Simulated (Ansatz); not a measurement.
Records of electronic-structure calculations.

```xyz
2
Lattice="0.000 2.831 2.831 2.831 0.000 2.831 2.831 2.831 0.000" Properties=species:S:1:pos:R:3 pbc="T T T" subject="BeTe (F-43m): spin-orbit coupling beyond the local functionals" method="DFT, HSE06 with spin-orbit coupling, plane waves, PAW; PAW set soft_1 (and 1 further level or step)" program="Ansatz 0.2.0" settings_of_one_run="cutoff 420 eV, 4×4×4 k-mesh, PAW set soft 1" cost="2 runs, 40 s in all on 1 × NVIDIA H100 80GB HBM3 (shared by 6 runs) with 3 threads of AMD EPYC 7R13 (Zen 3), shared host (the runs of this entry)" notes="The cell and positions are those that the Materials Project relaxed with its own functionals (PBE, PBE+U or r2SCAN), kept fixed. The lattice is static and excitons are left out." hse06="2.72 eV" hse06_soc="2.40 eV"
Be    0.000    0.000    0.000
Te    4.247    4.247    4.247
```

[Paths, hosts, dates, memory and timing lines, banners, echoed tables and standing remarks are left out of the program output.]

[Logs are printed without paths, hosts, clocks, repeated set-up lines and the standing remarks that a program may print on its own settings, such as how far it seeks lower states.]

[Runs of the session that timed out or met a known fault of the program may be left out.]

[Cells called generated may have been cut or substituted from an entry of the Crystallography Open Database or the Materials Project.]

[Hosts, paths, dates, database ids (printed as entryN), source tags and the programs' standing remarks are cut or masked in the printed files.]
